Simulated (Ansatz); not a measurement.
FeSi:

```xyz
8
Lattice="4.5507 0.0000 0.0000 0.0000 4.5507 0.0000 0.0000 0.0000 4.5507" Properties=species:S:1:pos:R:3 pbc="T T T"
Fe    3.9294    2.8966    1.6541
Fe    2.8966    1.6541    3.9294
Fe    1.6541    3.9294    2.8966
Fe    0.6213    0.6213    0.6213
Si    0.7172    1.5582    2.9925
Si    1.5582    2.9925    0.7172
Si    2.9925    0.7172    1.5582
Si    3.8335    3.8335    3.8335
```

Base run:

* Program: Ansatz 0.2.0
* Functional: PBE
* Potentials or basis: Ansatz PAW
* Cutoff: 420 eV
* Density cutoff: 1680 eV
* k mesh: 6 × 6 × 6
* Occupations: fermi-dirac, width 0.05 eV
* Spin: collinear spin, ferromagnetic start
* Starting moments: [3.0, 3.0, 3.0, 3.0, 0.0, 0.0, 0.0, 0.0] μB

Its results: band gap on the k mesh none (metal or under the smearing width); pressure -10.4 GPa; net moment 3.73 μB per cell; site moments Fe +1.02; Si -0.05 μB; largest force 0.093 eV/Å.

The run is repeated on the same cell with these changes: functional from PBE to r2SCAN; cutoff from 420 eV to 500 eV; density cutoff from 1680 eV to 2000 eV. What comes out?

Band gap on the k mesh none (metal or under the smearing width); pressure -14.1 GPa; net moment 4.63 μB per cell; site moments Fe +1.37; Si -0.09 μB; largest force 0.193 eV/Å.

Caveats: the magnetic or orbital state may not be the lowest (some runs); the PAW data sets come from PBE, with cores solved anew for the run's functional, which leaves a small shift of forces and pressure (some runs).

Not every run made on this cell is shown here.
